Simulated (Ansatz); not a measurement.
# Conduction electrons in FeCo (Pm-3m)

```
CELL_PARAMETERS angstrom
2.80067 0.00000 0.00000
0.00000 2.80067 0.00000
0.00000 0.00000 2.80067
ATOMIC_POSITIONS crystal
Fe 0.50000 0.50000 0.50000
Co 0.00000 0.00000 0.00000
```

Starting moments along z (μB): Fe1 +2.7, Co2 +1.8.

Level of theory, where no other is named: PBEsol, all-electron LAPW in Ansatz 0.2.0, scalar-relativistic, spin-polarised. k mesh 14×14×14, fine mesh 20×20×20, Fermi-Dirac smearing of 0.100 eV, basis error target 1 meV/atom. The cell was relaxed by PAW under this functional, which moved its volume by -6 % from the database entry's.

Levels and slopes are solved on a 20×20×20 mesh, and each state is taken as quadratic over its cell.

The cell carries a moment of 4.44 μB.

(1) What is the density of states at the Fermi level, and which bare Sommerfeld coefficient follows?

(2) What Drude plasma energy and σ/τ do the band velocities give?

(3) Which bands cross the Fermi level, and what do they carry?

(4) Map the plane k₃ = 0 of the mesh for up spins: how many bands lie under the Fermi level at each point, counted from the least on the plane?

(5) On PAW files the program sums the optical response inside the mesh cells, interband lines and its own Drude term. Where does ε₁ rise through zero (a sharp plasmon if ε₂ is small there), and how much light is reflected?

(6) What does PAW give for the same cell?

Results:

(1) N(E_F) = 0.766 states/eV/atom (both spins), so γ = (π²/3) k_B² N(E_F) = 1.81 mJ/(mol-atom K²) without electron-phonon or spin-fluctuation enhancement.

(2) (ħω_p,α)² = (e²/ε₀VN_k) Σ_nkσ (∂E/∂k_α)² δ(E − E_F) gives ħω_p = (5.87, 5.87, 5.87) eV along x, y, z, and σ/τ = ε₀ω_p² = 7.04×10²⁰ Ω⁻¹m⁻¹s⁻¹ along x. Weighted by the density of states, the mean Fermi speed is 0.351×10⁶ m/s; the surface has an area of 20 Å⁻² (mean of the two spins).

(3) 

```csv
band,spin,filled part,N (states/eV/cell),speed (10⁶ m/s),5th to 95th percentile,area (Å⁻²),filling
1,up,0.69,0.185,0.904,0.63 to 1.10,12.4,partly filled
2,up,0.04,0.107,0.684,0.42 to 1.00,5.45,nearly empty
1,down,0.19,0.728,0.256,0.13 to 0.38,13.8,partly filled
2,down,0.07,0.427,0.199,0.14 to 0.26,6.3,nearly empty
3,down,0.01,0.0857,0.316,0.17 to 0.49,2.01,nearly empty
```

(4) k₁ runs to the right and k₂ upwards, each from −½ to ½ with 0 in the middle (the axes needn't be at right angles):
```
10000000011100000000
10000000000000000000
10000000000000000000
10000000000000000000
10000000000000000000
10000000000000000000
10000000000000000000
10000000000000000000
11000000000000000001
11000000000000000001
11000000000000000001
10000000000000000000
10000000000000000000
10000000000000000000
10000000000000000000
10000000000000000000
10000000000000000000
10000000000000000000
10000000011100000000
11111111111111111111
```

(5) 

| Quantity | Value |
| --- | --- |
| Fine mesh | 20, 20, 20 |
| Window top | 30 eV |
| Line width | 0.2 eV |
| Drude damping | 0.05 eV |
| ε₁ rises through zero at x | 1.71, 6.36, 8.68, 11.63, 15.25 eV |
| ε₂ there x | 25.98, 3.88, 2.35, 2.25, 1.59 |
| Plasma energy (x, y, z) | 6.279, 6.279, 6.279 eV |
| Reflectivity at 1 eV, x-polarised | 0.722 |
| Reflectivity at 2 eV, x-polarised | 0.5736 |
| Reflectivity at 3 eV, x-polarised | 0.6652 |

The plasma energy here is the program's own sum at the run's smearing; it differs from the value above by up to 7 %, through mesh and smearing.

(6) N(E_F) = 0.769 states/eV/atom and ħω_p,x = 5.86 eV.

Known limits: a lower magnetic state may exist; these sums move with the mesh, by several per cent and more for small sheets; frozen-core PAW files fitted under PBE, their cores solved anew for the functional of the run.
